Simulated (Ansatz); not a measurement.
# Bi (R-3m) in Ansatz: single point with PBE

Aim: the single point of Bi with PBE.

All numbers are computed with Ansatz 0.2.0; they aren't measurements. Logs are shortened: lines on timing, memory, paths and dates and some standing lists are left out, and cuts for length are marked.

## 1. The cell of the first run

The structure is trigonal, space group R-3m (No. 166). The conventional cell has a = 4.535 Å, b = 4.535 Å, c = 11.932 Å, α = 90.00°, β = 90.00°, γ = 120.00°. Around Bi (site symmetry 3m) lie 6 Bi at 3.07 to 3.53 Å.

## 2. Single point, PBE (strain = 0.01)

input.yaml

```yaml
crystal:
  lattice:
    - [2.2675, 1.3091417354, 3.97738]
    - [-2.2675, 1.3091417354, 3.97738]
    - [0.0, -2.6182834708, 3.97738]
  atoms:
    - { symbol: Bi, position: [0.766, 0.766, 0.766] }
    - { symbol: Bi, position: [0.234, 0.234, 0.234] }
kpoints:
  mp_grid: { grid: [7, 7, 7] }
scf:
  occupations: { method: fermi_dirac, width: 0.05 }
hamiltonian:
  xc: pbe
  pseudopotentials: { kind: all_electron, lapw: { basis_error: 0.001 } }
output:
  forces: true
  stress: true
  eigenvalues: true
```

Potentials or basis: all-electron LAPW, scalar-relativistic.

On the command line:

```console
> ansatz run input.yaml --threads 1 --pin off --max-ram 3072MiB --backend cpu --events-out ev --progress --plain --runs-dir out
```

Output:

```text
Warning: RAYON_NUM_THREADS=1 ignored (pool sized by the plan → 1); use --threads N
LAPW: plane waves up to 7.472 Å⁻¹, error target 1.0e-3 eV per atom; small_component_spin mean_spin; Bi in spheres of 1.536 Å, 37 of its electrons in bands, Dirac shells [] (how accurate: hamiltonian.pseudopotentials.lapw.basis_error, Limitations)
Engine: ansatz 0.2.0, x86_64-unknown-linux-gnu
Pseudopotentials: kind: all_electron
Pseudopotential: Bi, LAPW, valence charge 37, lapw/all_electron/scalar/gaussian/Bi, Koelling and Harmon's equation, gaussian nucleus
Functional definition: PBE
  parameter kappa = 0.804
  parameter beta = 0.06672455060314922
  exchange = pbe_x(kappa = kappa, mu = beta*pi^2/3)
  correlation = pbe_c(beta = beta)
Crystal: 2 atoms, lattice volume = 70.841 Å³
Basis set: ecut = 212.72255715084003 eV, 507 PW (Γ), exchange–correlation at level 2
Bands: 45, of which v1, the nominal top of the filled ones, is band 37 counted from 1 (36 counted from 0)
Symmetry: 12 space group operations
Space group: R-3m (ITA 166), of the structure as read, at distance tolerance 4.1e-5 Å
k-points: 44 of 343
Non-local potential: Bi, projectors of the file, none
Initial density: superposition of atomic densities (chi_scale 0.1, normalization cell)
Initial wavefunctions: plane waves of lowest kinetic energy (no species holds an atomic orbital)
Functional: x = pbe(κ = 0.804, μ = 0.2195149727645171), c = pbe(β = 0.06672455060314922)
iter 1 solved again at ethr=7.25e-5 eV; its pass at ethr=1.00e-1 eV (dr2=5.37e-2 eV) is discarded
SCF iter   1: F=—  HF=-1171411.964716 eV  |F-HF|=—  |Δ(HF+E_count)|=         —  Δρ=8.81e-3  dr2=5.38e-2  ethr=7.25e-5  ⟨swp⟩=3.0  Hψ=12369  notcnv=0
preconditioner: auto → Resta (q_TF=auto, 2.748 Å⁻¹)  ε∞=2.1  [insulator: Δε(μ)=0.212 eV  Ē_g=23.030 eV  σ=0.050 eV  W_gap=0.78  n_scr=20 (ndim 8)  ℏωp=24.2 eV  f_vac=0.166  D(μ)=0.17/eV (n_scr^D=0)  ε∞_Penn≈2.1]
SCF iter   2: F=—  HF=-1171411.963186 eV  |F-HF|=—  |Δ(HF+E_count)|=   1.53e-3  Δρ=5.31e-3  dr2=2.19e-2  ethr=7.25e-5  ⟨swp⟩=2.0  Hψ=5767  notcnv=0
iter 3 solved again at ethr=8.31e-7 eV; its pass at ethr=2.95e-5 eV (dr2=6.15e-4 eV) is discarded
SCF iter   3: F=—  HF=-1171411.966104 eV  |F-HF|=—  |Δ(HF+E_count)|=   2.92e-3  Δρ=9.35e-4  dr2=6.15e-4  ethr=8.31e-7  ⟨swp⟩=2.0  Hψ=9780  notcnv=0
SCF iter   4: F=—  HF=-1171411.965023 eV  |F-HF|=—  |Δ(HF+E_count)|=   1.08e-3  Δρ=2.77e-4  dr2=9.41e-5  ethr=8.31e-7  ⟨swp⟩=2.0  Hψ=5766  notcnv=0
SCF iter   5: F=—  HF=-1171411.965077 eV  |F-HF|=—  |Δ(HF+E_count)|=   5.33e-5  Δρ=9.48e-5  dr2=1.14e-5  ethr=1.27e-7  ⟨swp⟩=2.9  Hψ=5879  notcnv=0
SCF iter   6: F=—  HF=-1171411.965085 eV  |F-HF|=—  |Δ(HF+E_count)|=   7.94e-6  Δρ=3.01e-5  dr2=1.17e-6  ethr=1.54e-8  ⟨swp⟩=3.0  Hψ=5909  notcnv=0
SCF iter   7: F=—  HF=-1171411.965086 eV  |F-HF|=—  |Δ(HF+E_count)|=   1.41e-6  Δρ=9.84e-6  dr2=1.18e-7  ethr=1.58e-9  ⟨swp⟩=3.0  Hψ=5956  notcnv=0
SCF iter   8: F=-1171411.965086 eV  HF=-1171411.965086 eV  |F-HF|=1.12e-8  |Δ(HF+E_count)|=   2.07e-8  Δρ=2.56e-6  dr2=4.48e-9  ethr=1.60e-10  ⟨swp⟩=3.0  Hψ=5908  notcnv=0
SCF 1 converged in 8 iterations: F = -1171411.965086 eV  dr2 = 4.48e-9
SCF converged after 8 iterations
Free energy (F): -1171411.965086 eV
Harris-Foulkes:  -1171411.965086 eV  (|F-HF|=1.12e-8)
Internal energy: -1171411.963428 eV  (E = F + TS)
E sigma→0 (E₀):  -1171411.964257 eV
Entropy (-TS):   -0.001658 eV (-0.829 meV/atom)
Fermi energy:    13.166868 eV
--- Per-component energies (eV) ---
  E_band       = -5386.414624
  E_kinetic    = 1356070.442254
  E_xc         = -21611.366511
  E_electrostatic = -2505871.039171  (all electrons and nuclei)
  E_smearing   = -0.001658  (= −TS)
  E_closure    = 0.000000  (closes the sum)
  E_atoms      = -1171404.213804  (free atoms, spherical and without spin; not in F)
  Σ components = -1171411.965086   (vs F -1171411.965086, Δ=0.00e0)
  Basis errors (estimates in eV, not in F): energy 4.2e-4 per atom: plane waves 3.8e-4 (2.1e-4 summed), levels above the bands 5.4e-71, relativity 7.2e-8, radial functions 4.2e-5, core shells 3.4e-8; eigenvalues (radial functions only) 6.4e-7; not estimated: angular momenta, meshes, grids; target (lapw.basis_error) 1.0e-3; muffin-tin radii Bi 1.536 Å
--- Forces (eV/Å), atoms counted from 1 ---
  atom   1  Bi    -0.00000000    -0.00000000    -0.14139512
  atom   2  Bi     0.00000000     0.00000000     0.14139512
  max |Σ_I F_I| component: 5.55e-17 eV/Å
--- Stress (GPa, compression-positive) ---
        1.787881       0.000000      -0.000000
        0.000000       1.787881       0.000000
       -0.000000       0.000000       1.390714
  P = ⅓ Tr σ = 1.6555 GPa (16.555 kbar)
--- Band table (eV; the first three rows and the last of 44) ---
  k-point 0: bands = ["-139.8177", "-139.8175", "-134.9426", "-134.9426", "-134.9425", "-134.9425", "-134.9414", "-134.9414", "-134.9414", "-134.9414", "-134.9409", "-134.9409", "-134.9409", "-134.9409", "-134.9409", "-134.9409", "-78.0742", "-78.0742", "-78.0711", "-78.0702", "-78.0702", "-78.0680", "-9.6877", "-9.6877", "-9.5380", "-9.5380", "-9.5238", "-9.3571", "-9.3454", "-9.3454", "-9.2239", "-9.2239", "0.2011", "5.7796", "11.7216", "12.0721", "12.0721", "15.7398", "16.1944", "16.1944", "18.8660", "19.0671", "19.0671", "19.3278", "19.6865"]
  k-point 1: bands = ["-139.8177", "-139.8175", "-134.9426", "-134.9426", "-134.9425", "-134.9425", "-134.9414", "-134.9414", "-134.9414", "-134.9414", "-134.9409", "-134.9409", "-134.9409", "-134.9409", "-134.9409", "-134.9409", "-78.0742", "-78.0741", "-78.0714", "-78.0702", "-78.0699", "-78.0681", "-9.6736", "-9.6692", "-9.5320", "-9.5270", "-9.5140", "-9.3664", "-9.3547", "-9.3511", "-9.2444", "-9.2388", "0.3917", "5.3547", "11.8053", "12.0529", "12.0641", "15.2778", "15.5648", "15.7628", "18.3195", "18.7974", "19.3020", "20.7631", "21.3784"]
  k-point 2: bands = ["-139.8177", "-139.8175", "-134.9426", "-134.9426", "-134.9425", "-134.9425", "-134.9414", "-134.9414", "-134.9414", "-134.9414", "-134.9409", "-134.9409", "-134.9409", "-134.9409", "-134.9409", "-134.9409", "-78.0741", "-78.0739", "-78.0719", "-78.0702", "-78.0694", "-78.0682", "-9.6371", "-9.6174", "-9.5189", "-9.4971", "-9.4847", "-9.3974", "-9.3810", "-9.3634", "-9.2978", "-9.2766", "0.9492", "4.3211", "11.8196", "12.0394", "12.3043", "14.0874", "14.7301", "14.9410", "18.7087", "19.6194", "20.3096", "23.1542", "23.9012"]
  k-point 43: bands = ["-139.8177", "-139.8175", "-134.9426", "-134.9426", "-134.9425", "-134.9425", "-134.9414", "-134.9414", "-134.9414", "-134.9414", "-134.9409", "-134.9409", "-134.9409", "-134.9409", "-134.9409", "-134.9409", "-78.0740", "-78.0740", "-78.0714", "-78.0704", "-78.0697", "-78.0684", "-9.6034", "-9.6025", "-9.5064", "-9.4995", "-9.4843", "-9.3918", "-9.3755", "-9.3718", "-9.3209", "-9.3158", "1.5322", "3.3979", "10.5815", "12.0748", "12.4217", "14.3228", "14.7314", "16.3093", "19.6605", "20.7225", "21.3156", "23.1820", "24.0455"]
```

Run time: 38 s. Hardware: 1 thread of Intel Xeon at 2.50GHz (Skylake/Cascade Lake), shared host; peak memory 0.37 GiB.

Results:

```
Free energy            : -1171411.9651 eV
Pressure               : 1.7 GPa
Largest force          : 0.141 eV/Å
Band gap on the k mesh : 0.21 eV, indirect (least direct gap 0.52 eV)
```

Forces on the atoms (eV/Å):
```
Bi   0.000  0.000 -0.141
Bi   0.000  0.000  0.141
```

Stress tensor (GPa, compression positive):
```
1.79 0.00 0.00
0.00 1.79 0.00
0.00 0.00 1.39
```

Caveat: spin-orbit coupling is left out, which as a rule narrows the gap of such compounds by several tenths of an eV; an odd mesh through Γ misses points on the zone boundary, where band edges often lie.
